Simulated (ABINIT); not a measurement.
Input of an ABINIT 10.8.3 (patched build) run:

The input run.abi:

```
ndtset 2

pp_dirpath "./"
pseudos "Ge.LDA_PW-JTH.xml"

acell 3*1.0
rprim
     0.0000000000     5.3458651312     5.3458651312
     5.3458651312     0.0000000000     5.3458651312
     5.3458651312     5.3458651312     0.0000000000
ntypat 1
znucl 32
natom 2
typat 1 1
xred
     0.7500000000     0.7500000000     0.7500000000
     0.5000000000     0.5000000000     0.5000000000

ecut 20.0
pawecutdg 40.0

ixc 7

occopt 3
tsmear 0.05 eV

nstep 100

iomode 3
prtwf 0
prteig 0
prtebands 0
prtden1 1
prtvha1 1
prtvclmb1 1
prtpot1 1

kptopt1 1
ngkpt1 8 8 8
nshiftk1 1
shiftk1 0.0 0.0 0.0
nband1 18
tolvrs1 1.0e-9

iscf2 -2
getden2 1
nband2 22
nbdbuf2 2
tolwfr2 1.0e-12
kptopt2 -9
ndivsm2 8
prteig2 1
prtvol2 -3
kptbounds2
     0.0000000000     0.0000000000     0.0000000000
     0.5000000000     0.0000000000     0.5000000000
     0.5000000000     0.2500000000     0.7500000000
     0.3750000000     0.3750000000     0.7500000000
     0.0000000000     0.0000000000     0.0000000000
     0.5000000000     0.5000000000     0.5000000000
     0.6250000000     0.2500000000     0.6250000000
     0.5000000000     0.2500000000     0.7500000000
     0.5000000000     0.5000000000     0.5000000000
     0.3750000000     0.3750000000     0.7500000000
```

Potentials or basis: JTH PAW LDA v2.0.

Command:

```bash
$ abinit run.abi > log 2>&1
```

Task: What does it give for the band gap on the k mesh?

Result: None (metal or under the smearing width).

Levels at the corners of the path, in eV from the Fermi level:
```tsv
point	band 10	band 11	band 12	band 13	band 14	band 15	band 16	band 17	band 18	band 19
Γ	-24.61	-12.81	-0.18	0.03	0.03	0.03	2.56	2.56	2.56	6.21
X	-24.57	-8.93	-8.93	-3.06	-3.06	0.70	0.70	9.42	9.42	11.43
W	-24.56	-8.83	-8.83	-3.90	-3.90	4.26	4.26	4.69	4.69	10.96
K	-24.55	-9.40	-8.34	-4.33	-2.61	1.11	4.04	7.11	7.35	8.12
Γ	-24.61	-12.81	-0.18	0.03	0.03	0.03	2.56	2.56	2.56	6.21
L	-24.58	-10.72	-7.63	-1.38	-1.38	0.07	3.76	3.76	7.00	10.40
U	-24.55	-9.40	-8.34	-4.33	-2.61	1.11	4.04	7.11	7.35	8.12
W	-24.56	-8.83	-8.83	-3.90	-3.90	4.26	4.26	4.69	4.69	10.96
L	-24.58	-10.72	-7.63	-1.38	-1.38	0.07	3.76	3.76	7.00	10.40
K	-24.55	-9.40	-8.34	-4.33	-2.61	1.11	4.04	7.11	7.35	8.12
```

Caveat: this crystal is a semiconductor, whose small gap the functional closes, so the metal is an error of the method.

**The experiment to reproduce.**

From “Electronic and optical properties of SixGe1-x-ySny alloys lattice-matched to Ge”, 2021, arxiv:2109.02782, for a bulk crystal of Ge at 300 K: band gap 0.807 eV (direct).

Against the measured gap of Ge, 0.807 eV (direct; 300 K; “Electronic and optical properties of SixGe1-x-ySny alloys lattice-matched to Ge”, 2021, arxiv:2109.02782), the calculated 0.00 eV is off by -0.81 eV. 3 values of this kind are on record (0.666 to 0.807 eV); this one was drawn at random among those near their median. Spin-orbit coupling on Ge is left out. The value is that of LDA on a finite k mesh, which can miss the band edges, without temperature or zero-point motion. Semilocal functionals fall short of measured gaps as a rule.
